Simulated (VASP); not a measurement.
# Te (Imma) in VASP: reference runs

Aim: a first look at Te with PBE, on the cell as given and on a disturbed one.

All numbers are computed with VASP 6.6.1; they aren't measurements. Logs are shortened: lines on timing, memory, paths and dates and some standing lists are left out, and cuts for length are marked.

## 1. Starting point

Symmetry: Imma, No. 74, orthorhombic system. Conventional cell: a = 5.916 Å, b = 7.752 Å, c = 3.070 Å, α = 90.00°, β = 90.00°, γ = 90.00°. Around Te (site symmetry mm2) lie 4 Te at 2.96 to 3.07 Å.

This isn't the form of Te at room conditions, which is trigonal, of chains.

## 2. Single point, PBE

INCAR reads:

```
SYSTEM = Te
PREC = Accurate
ENCUT = 520
EDIFF = 1E-7
ISMEAR = -1
SIGMA = 0.05
LREAL = .False.
LASPH = .True.
NELM = 80
ALGO = Normal
ISIF = 2
LWAVE = .False.
LCHARG = .False.
GGA = PE
NBANDS = 13
```

KPOINTS reads:

```
Automatic mesh
0
Gamma
  10 10 10
  0 0 0
```

POSCAR reads:

```
Te
1.0
   -2.9577914636      3.8759656627      1.5351528885
    2.9577914636     -3.8759656627      1.5351528885
    2.9577914636      3.8759656627     -1.5351528885
Te
2
Direct
    0.0009290200      0.7509290200      0.2500000000
    0.9990709800      0.2490709800      0.7500000000
```

Potentials or basis: VASP PAW PBE potentials, release 64 (Te).

Started as:

```
$ cat potpaw_PBE.64/Te/POTCAR > POTCAR
$ mpirun -np 1 vasp_std > vasp.out
```

OUTCAR:

```text
SYSTEM = Te
   PREC = Accurate
   ENCUT = 520
   EDIFF = 1E-7
   ISMEAR = -1
   LREAL = .False.
   LASPH = .True.
   NELM = 80
   ISIF = 2
   GGA = PE

 ion  position               nearest neighbor table
   1  0.001  0.751  0.250-   2 2.96   2 2.96
   2  0.999  0.249  0.750-   1 2.96   1 2.96

  LATTYP: Found a body centered orthorhombic cell.
 ALAT       =     3.0703057770
 B/A-ratio  =     1.9267080730
 C/A-ratio  =     2.5248075887

  Lattice vectors:

 A1 = (   2.9577914636,  -3.8759656627,   1.5351528885)
 A2 = (  -2.9577914636,  -3.8759656627,  -1.5351528885)
 A3 = (   2.9577914636,   3.8759656627,  -1.5351528885)

Analysis of symmetry for initial positions (statically):
=====================================================================
 Subroutine PRICEL returns:
 Original cell was already a primitive cell.

 Routine SETGRP: Setting up the symmetry group for a
 body centered orthorhombic supercell.

 Subroutine GETGRP returns: Found  8 space group operations
 (whereof  4 operations were pure point group operations)
 out of a pool of  8 trial point group operations.

The static configuration has the point symmetry C_2h.
 The point group associated with its full space group is D_2h.

Analysis of symmetry for dynamics (positions and initial velocities):
=====================================================================
 Subroutine PRICEL returns:
 Original cell was already a primitive cell.

 Routine SETGRP: Setting up the symmetry group for a
 body centered orthorhombic supercell.

 Subroutine GETGRP returns: Found  8 space group operations
 (whereof  4 operations were pure point group operations)
 out of a pool of  8 trial point group operations.

The dynamic configuration has the point symmetry C_2h.
 The point group associated with its full space group is D_2h.

 Subroutine INISYM returns: Found  8 space group operations
 (whereof  4 operations are pure point group operations),
 and found     1 'primitive' translations

----------------------------------------------------------------------------------------

                                     Primitive cell

  volume of cell :      70.3978

  direct lattice vectors                    reciprocal lattice vectors
    -2.957791464  3.875965663  1.535152889     0.000000000  0.129000111  0.325700459
     2.957791464 -3.875965663  1.535152889     0.169045048  0.000000000  0.325700459
     2.957791464  3.875965663 -1.535152889     0.169045048  0.129000111  0.000000000

  length of vectors
[... 93 lines left out ...]
   NELECT =      12.0000    total number of electrons
   NUPDOWN=      -1.0000    fix difference up-down
   EMIN   =  10.00;   EMAX   =-10.00  energy-range for DOS
   EFERMI =   0.00;   METHOD = LEGACY
   ISMEAR =    -1;   SIGMA  =   0.05  broadening in eV -4-tet -1-fermi 0-gaus
   EFERMI_NEDOS =   21; number of points for ismear=-14 and -15
   IALGO  =     38    algorithm
   IMIX   =      4    mixing-type and parameters
     AMIX     =   0.40;   BMIX     =  1.00
     AMIX_MAG =   1.60;   BMIX_MAG =  1.00
  volume/ion in A,a.u.               =      35.20       237.53
  Fermi-wavevector in a.u.,A,eV,Ry     =   0.907714  1.715330 11.210440  0.823944
  Thomas-Fermi vector in A             =   2.031554
   LORBIT       =      0    0 simple, 1 ext, 2 COOP (PROOUT), +10 PAW based schemes
   GGA     = PE    functional components
   LHFCALC =     F    Hartree Fock is set to
   AEXX    =    0.0000 exact exchange contribution
   IVDW    =     0    specifies the selected vdW correction
   LEPSILON=     F    determine dielectric tensor
   LRPA    =     F    only Hartree local field effects (RPA)
 non-spin polarized calculation
  energy-cutoff  :      520.00
  volume of cell :       70.40
 maximum number of plane-waves:      1923
 NGX is ok and might be reduce to    40
   NGX = 19   NGY = 19   NGZ = 19

 number of electron      11.9999999 magnetization

 Free energy of the ion-electron system (eV)
  ---------------------------------------------------
  ext. energy  EPLUGINS =         0.00000000
  ---------------------------------------------------
  free energy    TOTEN  =        -5.98772059 eV

  energy without entropy =       -5.97763212  energy(sigma->0) =       -5.98267636

 E-fermi :   5.1852     XC(G=0):  -8.8852

 val. band max:        5.1820602945   @ k =  -0.2000  -0.2000   0.2000
 cond. band min:       5.1888883888   @ k =   0.3000   0.2000   0.2000
 fundamental gap:      0.0068280944
 Fermi energy:         5.1852275771

 k-point     1 :       0.0000    0.0000    0.0000
  band No.  band energies     occupation
      1      -8.1031      2.00000
      2      -5.0109      2.00000
      3      -0.3268      2.00000
      4       3.1070      2.00000
      5       3.5948      2.00000
      6       8.0274      0.00000
      7       8.2701      0.00000
      8       8.7706      0.00000
      9       9.1251      0.00000
     10       9.7820      0.00000
     11      12.8759      0.00000
     12      14.6281      0.00000
     13      15.7442      0.00000
[... 354 lines left out ...]
  band No.  band energies     occupation
      1      -7.7270      2.00000
      2      -5.4302      2.00000
      3       0.5353      2.00000
      4       3.0117      2.00000
      5       3.2964      2.00000
      6       6.6972      0.00000
      7       7.3818      0.00000
      8       8.2666      0.00000
      9       9.5990      0.00000
     10      10.7644      0.00000
     11      14.7051      0.00000
     12      14.9831      0.00000
     13      15.8073      0.00000

 [... further k-points ...]

------------------------ aborting loop because EDIFF is reached ----------------------------------------

  FORCE on cell =-STRESS in cart. coord.  units (eV):
  Direction    XX          YY          ZZ          XY          YZ          ZX
  --------------------------------------------------------------------------------------
  -------------------------------------------------------------------------------------
  Total        0.7957186      0.0812260     -0.0420556      0.0000000      0.0000000      0.0000000
  in kB       18.1096887      1.8486149     -0.9571392      0.0000000      0.0000000      0.0000000
  external PRESSURE =       6.3337215 kB  Pullay stress =       0.0000000 kB

 VOLUME and BASIS-vectors are now :
 -----------------------------------------------------------------------------
  energy-cutoff  :      520.00
  volume of cell :       70.40
      direct lattice vectors                 reciprocal lattice vectors
    -2.957791464  3.875965663  1.535152889     0.000000000  0.129000111  0.325700459
     2.957791464 -3.875965663  1.535152889     0.169045048  0.000000000  0.325700459
     2.957791464  3.875965663 -1.535152889     0.169045048  0.129000111  0.000000000

 POSITION                                       TOTAL-FORCE (eV/Angst)
 -----------------------------------------------------------------------------------
      2.95779     -1.93798      0.77043         0.000000     -0.000000     -0.002333
      0.00000      5.81395      0.76472        -0.000000      0.000000      0.002333
 -----------------------------------------------------------------------------------
    total drift:                               -0.000000      0.000000     -0.000000

  FREE ENERGIE OF THE ION-ELECTRON SYSTEM (eV)
  ---------------------------------------------------
  free  energy   TOTEN  =        -5.9877205934 eV

  energy  without entropy=       -5.9776321188  energy(sigma->0) =       -5.98267636
```

OSZICAR:

```text
N       E                     dE             d eps       ncg     rms          rms(c)
DAV:   1     0.468447696767E+02    0.46845E+02   -0.44941E+03  4446   0.735E+02
DAV:   2    -0.309310244294E+01   -0.49938E+02   -0.47234E+02  6025   0.113E+02
DAV:   3    -0.595073253672E+01   -0.28576E+01   -0.28325E+01  5590   0.299E+01
DAV:   4    -0.599843679356E+01   -0.47704E-01   -0.47677E-01  5747   0.459E+00
DAV:   5    -0.599940068717E+01   -0.96389E-03   -0.96388E-03  5745   0.619E-01    0.891E+00
DAV:   6    -0.598925359848E+01    0.10147E-01   -0.11488E-02  5241   0.535E-01    0.564E+00
DAV:   7    -0.598821000129E+01    0.10436E-02   -0.22740E-02  5221   0.759E-01    0.229E-01
DAV:   8    -0.598770625465E+01    0.50375E-03   -0.21189E-03  4981   0.235E-01    0.627E-02
DAV:   9    -0.598771922368E+01   -0.12969E-04   -0.43684E-05  5801   0.418E-02    0.288E-02
DAV:  10    -0.598772121980E+01   -0.19961E-05   -0.11286E-05  5081   0.186E-02    0.172E-02
DAV:  11    -0.598772059870E+01    0.62109E-06   -0.64304E-07  5426   0.426E-03    0.337E-03
DAV:  12    -0.598772059345E+01    0.52563E-08   -0.18881E-07  5151   0.254E-03
   1 F= -.59877206E+01 E0= -.59826764E+01  d E =-.100885E-01
```

Wall time 2.2 min (1 thread of Intel Xeon Platinum 8259CL at 2.50GHz (Skylake/Cascade Lake), shared host); peak memory 0.32 GiB.

What came out:

```
Free energy            : -5.9877 eV
Pressure               : 0.6 GPa
Band gap on the k mesh : none (metal or under the smearing width)
```

Forces on the atoms (eV/Å):
```
Te   0.000  0.000 -0.002
Te   0.000  0.000  0.002
```

Stress tensor (GPa, compression positive):
```
 1.81  0.00  0.00
 0.00  0.18  0.00
 0.00  0.00 -0.10
```

The run has no spin-orbit coupling, so splittings on Te are missing.

## 3. Single point, PBE (atoms moved at random, drawn with an rms of 0.05 Å)

INCAR reads:

```
PREC = Accurate
ENCUT = 520
EDIFF = 1E-7
ISMEAR = -1
SIGMA = 0.05
LREAL = F
LASPH = T
NELM = 60
ALGO = Normal
ISIF = 2
LWAVE = F
LCHARG = F
GGA = PE
NBANDS = 13
```

KPOINTS reads:

```
regular mesh
0
Gamma
  10 10 10
```

POSCAR reads:

```
Te
1.0
   -2.9577914636      3.8759656627      1.5351528885
    2.9577914636     -3.8759656627      1.5351528885
    2.9577914636      3.8759656627     -1.5351528885
Te
2
Direct
    0.0072360000      0.7399050000      0.2566560000
    0.9837460000      0.2422910000      0.7595560000
```

Potentials or basis: VASP PAW PBE potentials, release 64 (Te).

Started as:

```
$ cat potpaw_PBE.64/Te/POTCAR > POTCAR
$ mpirun -np 1 vasp_std > vasp.out
```

OUTCAR:

```text
PREC = Accurate
   ENCUT = 520
   EDIFF = 1E-7
   ISMEAR = -1
   LREAL = F
   LASPH = T
   NELM = 60
   ISIF = 2
   GGA = PE

 ion  position               nearest neighbor table
   1  0.007  0.740  0.257-   2 2.87   2 3.04
   2  0.984  0.242  0.760-   1 2.87   1 3.04

  LATTYP: Found a body centered orthorhombic cell.
 ALAT       =     3.0703057770
 B/A-ratio  =     1.9267080730
 C/A-ratio  =     2.5248075887

[... 572 lines left out ...]
     13      13.4608      0.00000

 [... further k-points ...]

------------------------ aborting loop because EDIFF is reached ----------------------------------------

  FORCE on cell =-STRESS in cart. coord.  units (eV):
  Direction    XX          YY          ZZ          XY          YZ          ZX
  --------------------------------------------------------------------------------------
  -------------------------------------------------------------------------------------
  Total        1.0041902      0.1158686     -0.0192754      0.0017115     -0.0039746     -0.0171410
  in kB       22.8542754      2.6370425     -0.4386869      0.0389518     -0.0904564     -0.3901111
  external PRESSURE =       8.3508770 kB  Pullay stress =       0.0000000 kB

 VOLUME and BASIS-vectors are now :
 -----------------------------------------------------------------------------
  energy-cutoff  :      520.00
  volume of cell :       70.40
      direct lattice vectors                 reciprocal lattice vectors
    -2.957791464  3.875965663  1.535152889     0.000000000  0.129000111  0.325700459
     2.957791464 -3.875965663  1.535152889     0.169045048  0.000000000  0.325700459
     2.957791464  3.875965663 -1.535152889     0.169045048  0.129000111  0.000000000

 POSITION                                       TOTAL-FORCE (eV/Angst)
 -----------------------------------------------------------------------------------
      2.92622     -1.84501      0.75297        -0.012173     -0.043410     -0.013055
      0.05354      5.81787      0.71612         0.012173      0.043410      0.013055
 -----------------------------------------------------------------------------------
    total drift:                                0.000000     -0.000000      0.000000

  FREE ENERGIE OF THE ION-ELECTRON SYSTEM (eV)
  ---------------------------------------------------
  free  energy   TOTEN  =        -5.9899262117 eV

  energy  without entropy=       -5.9818800481  energy(sigma->0) =       -5.98590313
```

stdout:

```text
POSCAR found type information on POSCAR Te
 POSCAR found :  1 types and       2 ions
 scaLAPACK will be used
 LDA part: xc-table for (Slater+PW92), standard interpolation
 POSCAR, INCAR and KPOINTS ok, starting setup
 FFT: planning ... GRIDC
 FFT: planning ... GRID_SOFT
 FFT: planning ... GRID
 WAVECAR not read
 entering main loop
```

It took 6.6 min on 1 thread of Intel Xeon Platinum 8259CL at 2.50GHz (Skylake/Cascade Lake), shared host; peak memory 0.53 GiB.

What came out:

```yaml
Free_energy: -5.9899 eV
Pressure: 0.8 GPa
Largest_force: 0.047 eV/Å
Band_gap_on_the_k_mesh: none (metal or under the smearing width)
```

Forces on the atoms (eV/Å):
```
Te  -0.012 -0.043 -0.013
Te   0.012  0.043  0.013
```

Stress tensor (GPa, compression positive):
```
 2.29  0.00 -0.04
 0.00  0.26 -0.01
-0.04 -0.01 -0.04
```

Levels at points of the mesh, in eV from the Fermi level:
```csv
k point,band 4,band 5,band 6,band 7,band 8,band 9
"(0.00, 0.00, 0.00)",-2.11,-1.62,2.81,2.93,3.74,3.93
"(0.50, 0.00, 0.00)",-4.02,-3.48,-1.26,0.97,3.12,4.01
"(0.00, 0.50, 0.50)",-4.02,-3.48,-1.25,0.95,3.10,4.03
"(0.00, 0.50, 0.00)",-4.57,-0.80,-0.51,-0.14,0.49,5.99
"(0.50, 0.00, 0.50)",-4.56,-0.72,-0.57,-0.15,0.48,6.12
"(0.50, 0.50, 0.00)",-2.51,-1.99,-1.48,3.37,3.65,7.20
"(0.00, 0.00, 0.50)",-2.26,-2.04,-1.47,3.32,3.71,6.87
"(0.50, 0.50, 0.50)",-4.57,0.55,2.46,3.90,4.90,7.28
```

The run has no spin-orbit coupling, so splittings on Te are missing.
